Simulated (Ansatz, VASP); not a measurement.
# Au: VASP beside Ansatz

The input INCAR:

```
ALGO = Normal
EDIFF = 1E-7
ENCUT = 520
GGA = PE
ISIF = 2
ISMEAR = -1
LASPH = True
LCHARG = False
LREAL = False
LWAVE = False
NBANDS = 12
NELM = 100
PREC = Accurate
SIGMA = 0.05
```

The input KPOINTS:

```
k-points
0
Gamma
  11 11 11
```

POSCAR

```
Au
1.0
   -1.6682446112      1.6682446112      1.6682446112
    1.6682446112     -1.6682446112      1.6682446112
    1.6682446112      1.6682446112     -1.6682446112
Au
1
Direct
    0.0000000000      0.0000000000      0.0000000000
```

Contents of input.yaml:

```yaml
crystal:
  lattice:
    - [-1.6682446112, 1.6682446112, 1.6682446112]
    - [1.6682446112, -1.6682446112, 1.6682446112]
    - [1.6682446112, 1.6682446112, -1.6682446112]
  atoms:
    - { symbol: Au, position: [0.0, 0.0, 0.0] }
hamiltonian:
  xc: pbe
  pseudopotentials: { kind: paw }
kpoints:
  mp_grid: { grid: [11, 11, 11] }
scf:
  occupations: { method: fermi_dirac, width: 0.05 }
output:
  forces: true
  stress: true
  eigenvalues: true
```

Change from the starting cell: volume scaled by 1.02.

Alike in both runs: task single point; functional PBE; k mesh 11 × 11 × 11; occupations fermi-dirac, width 0.05 eV; no spin polarisation.

|  | VASP | Ansatz |
| --- | --- | --- |
| version | VASP 6.6.1 | Ansatz 0.2.0 |
| potentials or method | VASP PAW PBE potentials, release 64 (Au) | Ansatz PAW |
| plane-wave cutoff (eV) | 520 | 420 |
| valence electrons in the cell | 11 | 19 |

VASP gave:

- gap on the k mesh at the Fermi level (eV): none
- pressure (GPa): -3.5

**Question.** What did Ansatz give for the same quantities?

**Answer.** gap on the k mesh at the Fermi level (eV): none; pressure (GPa): -3.3.

A gap of «none» marks a metal or a gap that the smearing closes. With one functional, cell and mesh, what is left measures potentials, basis and numerics. The two sets of potentials don't hold the same shells in valence.

Spin-orbit coupling is left out, which matters for the levels of Au.
